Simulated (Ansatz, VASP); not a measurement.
## One calculation of GaAs, two programs

Contents of INCAR:

```
  ALGO = Normal
  EDIFF = 1E-6
  ENCUT = 520
  GGA = PE
  ISIF = 2
  ISMEAR = 0
  LASPH = T
  LCHARG = F
  LREAL = F
  LWAVE = F
  NBANDS = 16
  NELM = 100
  PREC = Accurate
  SIGMA = 0.02
```

KPOINTS

```
k-points
0
Gamma
  12 12 12
```

Contents of POSCAR:

```
GaAs
1.0
    0.0000000000      2.8726923284      2.8726923284
    2.8726923284      0.0000000000      2.8726923284
    2.8726923284      2.8726923284      0.0000000000
Ga As
1 1
Direct
    0.0000000000      0.0000000000      0.0000000000
    0.2500000000      0.2500000000      0.2500000000
```

Input for Ansatz:

```yaml
crystal:
  lattice:
    - [0.0, 2.8726923284, 2.8726923284]
    - [2.8726923284, 0.0, 2.8726923284]
    - [2.8726923284, 2.8726923284, 0.0]
  atoms:
    - { symbol: Ga, position: [0.0, 0.0, 0.0] }
    - { symbol: As, position: [0.25, 0.25, 0.25] }
basis:
  ecutwfc: 420
kpoints:
  mp_grid: { grid: [12, 12, 12] }
  band_path:
    path:
      - [[0.0, 0.0, 0.0], [-0.5, -0.5, 0.0], [-0.375, -0.375, 0.25]]
      - [[-0.375, 0.0, 0.375], [0.0, 0.0, 0.0], [0.0, 0.0, 0.5], [-0.5, -0.25, 0.25], [-0.5, -0.5, 0.0]]
    npoints: 14
hamiltonian:
  xc: pbe
scf:
  occupations: { method: gaussian, width: 0.02 }
  n_extra_bands: 6
output:
  forces: true
  stress: true
  eigenvalues: true
  populations: true
  dos: { projected: true, de: 0.02, nscf_kmesh: { grid: [18, 18, 18] } }
  bader: true
  write_density: true
  write_potential: true
  elf: true
  volumetric_format: npy
```

Alike in both runs: task single point; functional PBE; k mesh 12 × 12 × 12; occupations gaussian, width 0.02 eV; no spin polarisation.

|  | VASP | Ansatz |
| --- | --- | --- |
| version | VASP 6.6.1 | Ansatz 0.2.0 |
| potentials or method | VASP PAW PBE potentials, release 64 (Ga_d, As) | scalar-relativistic, plane waves, PAW |
| plane-wave cutoff (eV) | 520 | 420 |
| valence electrons in the cell | 18 | 28 |

|  | VASP | Ansatz | Ansatz less VASP |
| --- | --- | --- | --- |
| gap on the k mesh at the Fermi level (eV) | 0.16 | 0.16 | -0.003 |
| least direct gap on the mesh (eV) | 0.16 | 0.16 | -0.003 |
| pressure (GPa) | 0.2 | 0.0 | -0.15 |

The two sets of potentials don't hold the same shells in valence.
